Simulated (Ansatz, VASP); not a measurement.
# Cross-check of Si24O47 (V_O) between VASP and Ansatz, part 2 of 2

One calculation is typed for both programs; each brings its own data sets. How far apart do they land? The cell is taken from a series of runs on this material, whose earlier steps may have relaxed, scaled, displaced or heated it; both programs get it as it stands.

VASP 6.6.1 and Ansatz 0.2.0.

So far. Step 2 (VASP: single point, HSE06): The run ends at a pressure of -3.09 GPa, with forces up to 0.36 eV/Å.

### Step 3. Ansatz: single point, HSE06

Level of this step: Ansatz beside VASP: Kohn-Sham DFT, plane waves, HSE06 (Ansatz).

Ansatz runs on its PAW soft_1 files.

The same cell, functional and mesh now go to Ansatz.

Input file input.yaml:

```yaml
crystal:
  checkpoint: "../q0.relax.run"
  host: checkpoint
basis:
  ecutwfc: 420
  xc_grid: 2
hamiltonian:
  xc: hse06
  pseudopotentials: { kind: paw, azcp: { folder: soft_1 } }
kpoints:
  mp_grid: { grid: [1, 1, 1] }
scf:
  occupations: { method: fixed }
  max_iter: 80
output:
  forces: true
  charged_corrections:
    epsilon: [2.49, 2.49, 2.52]
    static_epsilon: [4.63, 4.63, 4.85]
    defect_position: [0.293757, 0.427298, 0.55936]
  eigenvalues: true
checkpoint:
  read: "../q0.relax.run"
  write: "../q0.kg.run"
  compress: false
  write_wavefunctions: false
  write_every: 100000
```

On the command line:

```
ansatz run input.yaml --threads 32 --pin off --max-ram 84787MiB --backend cuda --events-out ev --progress --plain --runs-dir out --max-vram 78GiB
```

Numbers of over 12 decimals in the logs are rounded to 6 here.

The log of the run:

```text
Warning: checkpoint.read: hamiltonian.xc differs: saved pbesol, current hse06; the SCF iterates under this deck's functional from the saved state
crystal.checkpoint: the structure is that of <dir>, a `relax` run, at its step 8: its result, under pbesol at a charge of 0 e; 71 atoms read, 0 with a starting moment; this deck's functional is hse06; crystal.structure_sha256 for this input is
exact exchange: scf.exx.singularity resolves to wigner_seitz, which cuts the screened interaction at the faces of the exchange supercell's Wigner-Seitz cell, so that each pair interacts once, at the shortest of its separations (the periodic images that this leaves out come, for a point-like exchange hole, to about 0.009 eV on a filled level). The cut falls within the interaction's reach, and what an exchange supercel
Engine: ansatz 0.2.0, aarch64-unknown-linux-gnu
Pseudopotentials: kind: paw
Pseudopotential: Si, paw, valence charge 4, recommended cutoff 420 eV (normal), soft_1/Si.paw.azcp
Pseudopotential: O, paw, valence charge 6, recommended cutoff 420 eV (normal), soft_1/O.paw.azcp
Functional definition: HSE06
  parameter a = 0.25
  parameter omega = 0.11/bohr
  exchange = pbe_x - a*pbe_x_sr(omega) + a*exact_x_sr(omega)
  correlation = pbe_c
davidson cushion auto → on  (no smearing: the cushion is to keep the highest requested band from converging to the state above it; pin scf.eigensolver.cushion to override)
device memory: the entry about to start is reckoned to put 3.0 GiB on a device that reports 170.8 GiB free (of which the cap on the GPU budget leaves the run 78.0 GiB)
GPU FFT provider: cuFFT
GPU libraries: cuBLAS 13.8.1, cuFFT 12.4.0, cuSOLVER 12.3.2
GPU matrix products: emulated (plane waves: as basis.precision tells), large ones in fixed point in workspaces of 1.00 GiB
Crystal: 71 atoms, lattice volume = 923.114 Å³
Basis set: ecut = 420 eV, 18049 PW (Γ), exchange–correlation on 144×144×150 points (8 copies of the dense FFT grid, shifted against one another)
Bands: 260, of which v1, the nominal top of the filled ones, is band 189 counted from 1 (188 counted from 0)
Symmetry: 1 space group operations
Space group: P1 (ITA 1), of the structure as read, at distance tolerance 9.7e-5 Å
k-points: 1
Non-local potential: Si, projectors of the file, l = 0: 2, l = 1: 2, l = 2: 1
Non-local potential: O, projectors of the file, l = 0: 2, l = 1: 2, l = 2: 1
PAW form: soft (Blöchl's): semilocal exchange-correlation on the pseudo side does not see the compensation charge
PAW frozen core: Si, regenerated for the run's functional, and the local potential with it (the file was generated under x = pbe(κ = 0.804, μ = 0.219515), c = pbe(β = 0.066725))
PAW frozen core: O, regenerated for the run's functional, and the local potential with it (the file was generated under x = pbe(κ = 0.804, μ = 0.219515), c = pbe(β = 0.066725))
PAW one-centre angular grid: Si, 110 points (default); XC on 64 Gauss nodes
PAW one-centre angular grid: O, 110 points (default); XC on 96 Gauss nodes
Initial density: read from a saved state, or passed on in memory by an earlier SCF of this step, an earlier step, the calling program or the single point that the run made first
Initial wavefunctions: pseudopotential atomic-orbital guess
GPU buffer pool allocated for 388800 grid points (all kernels)
GPU transforms: local potential and band sums: pruned to the plane-wave sphere, on 72×72×75
Functional: x = pbe(κ = 0.804, μ = 0.219515), c = pbe(β = 0.066725), warm-up for x = pbe(κ = 0.804, μ = 0.219515) + 0.25 (exact − pbe) at short range (hse, ω = 0.207870 Å⁻¹), c = pbe(β = 0.066725); HSE06 as pw.x's `hse` composes it (authors' and Libxc's form: `xc: wpbeh`)
iter 1 solved again at ethr=2.49e-4 eV; its pass at ethr=1.00e-1 eV (dr2=9.41e-1 eV) is discarded
SCF iter   1: F=—  HF=-42008.102856 eV  |Δ(HF+E_count)|=         —  Δρ=1.17e-2  dr2=9.44e-1  Hψ=1988
preconditioner: auto → none  [insulator: Δε(μ)=5.597 eV  Ē_g=16.740 eV  n_scr=212 (ndim 8)  ℏωp=23.8 eV  f_vac=0.114]
SCF iter   2: F=—  HF=-42007.868024 eV  |Δ(HF+E_count)|=   2.35e-1  Δρ=4.69e-3  dr2=1.25e-1  Hψ=791
iter 3 solved again at ethr=2.88e-7 eV; its pass at ethr=3.30e-5 eV (dr2=1.09e-3 eV) is discarded
SCF iter   3: F=-42007.829501 eV  HF=-42007.829571 eV  |Δ(HF+E_count)|=   3.85e-2  Δρ=4.95e-4  dr2=9.88e-4  Hψ=1544
eigensolver tolerance schedule: the retry pair's looser diagonalisation over-reported the residual by 0.10 of it (diagonalisation noise at 0.10 of the residual, at the tolerance the schedule requests for it); recorded, not acted on — ethr = c·dr2/N_el stays at c = 1.0e-1
SCF 1 stopped early in 3 iterations: F = -42007.829501 eV  dr2 = 9.88e-4
  greatest PAW one-centre occupation: 0.862 electrons in one spin orbital (limit 2), on the O atom at site 25 (counted from 0), in its partial waves of l = 0
device memory: the entry about to start is reckoned to put 4.1 GiB (of the 4.2 GiB reckoned in all, the device holds 0.2 GiB already) on a device that reports 170.6 GiB free (of which the cap on the GPU budget leaves the run 77.8 GiB)
GPU FFT provider: cuFFT
GPU libraries: cuBLAS 13.8.1, cuFFT 12.4.0, cuSOLVER 12.3.2
GPU matrix products: emulated (plane waves: as basis.precision tells), large ones in fixed point in workspaces of 1.00 GiB
Initial density: handed on by an earlier stage of this run
Initial wavefunctions: those handed on with the density
GPU buffer pool allocated for 388800 grid points (all kernels)
GPU transforms: local potential and band sums: pruned to the plane-wave sphere, on 72×72×75
Functional: x = pbe(κ = 0.804, μ = 0.219515) + 0.25 (exact − pbe) at short range (hse, ω = 0.207870 Å⁻¹), c = pbe(β = 0.066725); HSE06 as pw.x's `hse` composes it (authors' and Libxc's form: `xc: wpbeh`)
Exchange kernel: α = 0.2500, screened, ω = 0.2079 Å⁻¹, Wigner–Seitz truncation, v(0) = 894.8202 eV·Å³, q-mesh 1×1×1, nearest image of the exchange supercell L = 9.90 Å, pair-density grid 45×45×54, without the augmentation charges, whose exchange is taken in its separable form (sized by the pseudopotential files, 60×60×75 at the most)
Frozen-core exchange: fock
SCF iter   1: F=—  HF=-42015.911618 eV  |Δ(HF+E_count)|=         —  Δρ=7.36e-3  dr2=3.61e-1  Hψ=1501
preconditioner: auto → none  [insulator: Δε(μ)=6.961 eV  Ē_g=19.159 eV  n_scr=212 (ndim 8)  ℏωp=23.8 eV  f_vac=0.118]
SCF iter   2: F=—  HF=-42015.793244 eV  |Δ(HF+E_count)|=   1.18e-1  Δρ=3.47e-3  dr2=5.83e-2  Hψ=947
SCF iter   3: F=—  HF=-42015.900453 eV  |Δ(HF+E_count)|=   1.07e-1  Δρ=8.33e-4  dr2=6.19e-3  Hψ=906
SCF iter   4: F=—  HF=-42015.898980 eV  |Δ(HF+E_count)|=   1.47e-3  Δρ=3.20e-4  dr2=8.28e-4  Hψ=728
SCF iter   5: F=—  HF=-42015.899532 eV  |Δ(HF+E_count)|=   5.52e-4  Δρ=9.45e-5  dr2=5.42e-5  Hψ=856
SCF iter   6: F=-42015.899531 eV  HF=-42015.899532 eV  |Δ(HF+E_count)|=   7.53e-7  Δρ=3.83e-5  dr2=1.46e-5  Hψ=666
SCF 2 stopped early in 6 iterations: F = -42015.899531 eV  dr2 = 1.46e-5
  Residual-converged pass: ⟨swp⟩=4.0  Hψ=826  notcnv=0  max |occ|·‖R‖ = 4.5e-6 eV (tolerance 6.7e-6 eV)  dr2=1.47e-5  dr2_onsite=6.33e-7  max |Δocc| = 0.0e0
  greatest PAW one-centre occupation: 0.865 electrons in one spin orbital (limit 2), on the O atom at site 25 (counted from 0), in its partial waves of l = 0
hybrid outer 1: dexx = +1.350e-1 eV, tail = 1.59e-4 eV
GPU FFT provider: cuFFT
GPU libraries: cuBLAS 13.8.1, cuFFT 12.4.0, cuSOLVER 12.3.2
GPU matrix products: emulated (plane waves: as basis.precision tells), large ones in fixed point in workspaces of 1.00 GiB
GPU buffer pool allocated for 388800 grid points (all kernels)
GPU transforms: local potential and band sums: pruned to the plane-wave sphere, on 72×72×75
Exchange kernel: α = 0.2500, screened, ω = 0.2079 Å⁻¹, Wigner–Seitz truncation, v(0) = 894.8202 eV·Å³, q-mesh 1×1×1, nearest image of the exchange supercell L = 9.90 Å, pair-density grid 45×45×54, without the augmentation charges, whose exchange is taken in its separable form (sized by the pseudopotential files, 60×60×75 at the most)
Frozen-core exchange: fock
SCF iter   1: F=—  HF=-42015.898475 eV  |Δ(HF+E_count)|=         —  Δρ=5.45e-5  dr2=2.04e-5  Hψ=692
preconditioner: auto → none  [insulator: Δε(μ)=7.053 eV  Ē_g=19.135 eV  n_scr=212 (ndim 8)  ℏωp=23.8 eV  f_vac=0.130]
SCF iter   2: F=—  HF=-42015.898471 eV  |Δ(HF+E_count)|=   3.91e-6  Δρ=1.41e-5  dr2=6.92e-7  Hψ=835
SCF iter   3: F=—  HF=-42015.898472 eV  |Δ(HF+E_count)|=   1.12e-6  Δρ=7.87e-6  dr2=2.10e-7  Hψ=987
SCF iter   4: F=-42015.898472 eV  HF=-42015.898472 eV  |Δ(HF+E_count)|=   2.96e-8  Δρ=2.63e-6  dr2=1.46e-8  Hψ=617
SCF 3 converged in 4 iterations: F = -42015.898472 eV  dr2 = 1.46e-8
  Residual-converged pass: ⟨swp⟩=3.0  Hψ=665  notcnv=0  max |occ|·‖R‖ = 1.9e-6 eV (tolerance 2.6e-6 eV)  dr2=1.47e-8  dr2_onsite=1.12e-9  max |Δocc| = 0.0e0
hybrid outer 2: dexx = +1.282e-6 eV, tail = 5.59e-8 eV, Δε = 1.49e-3 eV (about 3.17e-5 eV left of the loop's levels), ΔF = 7.68e-3 eV/Å (tail 6.27e-4)
hybrid SCF converged: 2 outer / 10 inner (+3 warm-up), last move |dexx| = 1.28e-6 eV, tail = 5.59e-8 eV
Stability not checked: this state was not tested for a lower state beside it, because the functional holds exact exchange (a hybrid, or Hartree-Fock), whose exchange loop this test does not read (fock_operator; see scf.lower_state_search)
Free energy (F): -42015.898473 eV
Frozen-core exchange: fock
Harris-Foulkes:  -42015.898473 eV  (|F-HF|=9.01e-9)
Internal energy: -42015.898473 eV  (E = F + TS)
E sigma→0 (E₀):  -42015.898473 eV
Fermi energy:    1.657752 eV
--- Per-component energies (eV) ---
  E_band       = -2372.310063
  E_kinetic    = 9198.958717
  E_local      = -23374.050879  (includes V_loc(G=0)·N_el)
  E_nonlocal   = 2915.047432
  E_hartree    = 8615.381622
  E_xc         = -3822.597627
  E_vxc        = -4377.178797  (∫ρ·V_xc dr)
  E_exx        = -1083.678990  (= α·E_x^exact, valence–valence)
  E_paw        = -19834.754541  (= ΣΔE_a)
  E_vpaw       = -1798.532817  (= ΣTr[D̂ρ^β])
  E_aug_tail   = 0.038805  (compensation charges beyond the density's cutoff)
  E_ewald      = -14627.571093
  E_core_change = -2.671804  (= ΣΔE_core)
  E_smearing   = -0.000000  (= −TS)
  E_closure    = -0.000114  (closes the sum)
  Σ components = -42015.898473   (vs F -42015.898473, Δ=0.00e0)
--- Forces (eV/Å), atoms counted from 1 ---
  atom   1  Si     0.00277924    -0.00303666     0.00504997
  atom   2  Si     0.01631360    -0.00113062     0.01574633
  atom   3  Si    -0.05612163     0.01011007     0.02497385
  atom   4  O     -0.08905323     0.15774039     0.05058627
  atom   5  O     -0.11829393    -0.16799187     0.11334560
  atom   6  O      0.19550967     0.00390812     0.11857957
  [... 65 more lines of this table ...]
  max |Σ_I F_I| component: 1.04e-4 eV/Å
--- Band table (eV) ---
  k-point 0: bands = ["-19.8976", "-19.4598", "-19.4412", "-19.4027", "-19.3966", "-19.3820", "-19.3402", "-19.3364", "-19.1964", "-18.9290", "-18.9243", "-18.9070", "-18.8874", "-18.8835", "-18.7299"
```

Reading the cycles: dr2 is the Hartree energy of the density residual (eV), the measure of convergence; HF is the Harris–Foulkes estimate of the energy, which meets the free energy F at convergence.

### Step 4. Differences

Known differences besides the potentials themselves: exact exchange at q = 0 is treated differently, which shows on coarse meshes; VASP keeps PBE cores, Ansatz makes them for the functional; fixed occupations in Ansatz, narrow Gaussian smearing in VASP; the cutoff is 420 eV in Ansatz and 520 eV in VASP (PREC = Accurate, projectors in real space); VASP takes a coarser grid for exact exchange (PRECFOCK = Fast). Total energies have different zeros and are not compared.

Both answers:

```
              quantity  Ansatz   VASP  difference
gap on the k mesh (eV)   7.052  7.082      -0.030
```

Forces on 8 of the 71 atoms, those with the largest forces and the largest differences (eV/Å; atoms numbered as in POSCAR):

```
atom          Ansatz x, y, z            VASP x, y, z
 Si4   0.089, -0.311, -0.199   0.069, -0.298, -0.171
Si12    -0.268, 0.162, 0.211    -0.269, 0.139, 0.187
 O41  -0.061, -0.275, -0.099  -0.062, -0.297, -0.107
 O44    0.239, -0.032, 0.121    0.257, -0.041, 0.140
 O53  -0.055, -0.187, -0.064  -0.062, -0.215, -0.076
 O55   -0.150, -0.181, 0.120   -0.165, -0.201, 0.137
 O61   -0.114, -0.188, 0.153   -0.125, -0.206, 0.159
 O67   -0.127, -0.199, 0.120   -0.143, -0.211, 0.133
```

The forces differ by 13 meV/Å r.m.s., which is 10.4 % of the r.m.s. force of 0.128 eV/Å (both taken over all components). A gap on the mesh is an upper bound, since the band edges may lie between its points.

### Step 5. What came out

```
r.m.s. force difference (single point, HSE06) : 13 meV/Å
```

What this shows: The r.m.s. force difference is 13 meV/Å (single point, HSE06), beyond the 12 meV/Å picked in this series as the mark of a large difference. What causes the difference of the single point, HSE06 pair stays open here. Such differences can come from data sets, numerical settings and the points named under the comparisons, not from the functional's error against experiment.

[Lines on the potential files, build, host, timing and source positions are cut from VASP's logs without a mark.]

[Logs are printed without paths, hosts, clocks, repeated set-up lines and the standing remarks that a program may print on its own settings, such as how far it seeks lower states.]

[Hosts, paths, dates, database ids (printed as entryN), source tags and the programs' standing remarks are cut or masked in the printed files.]
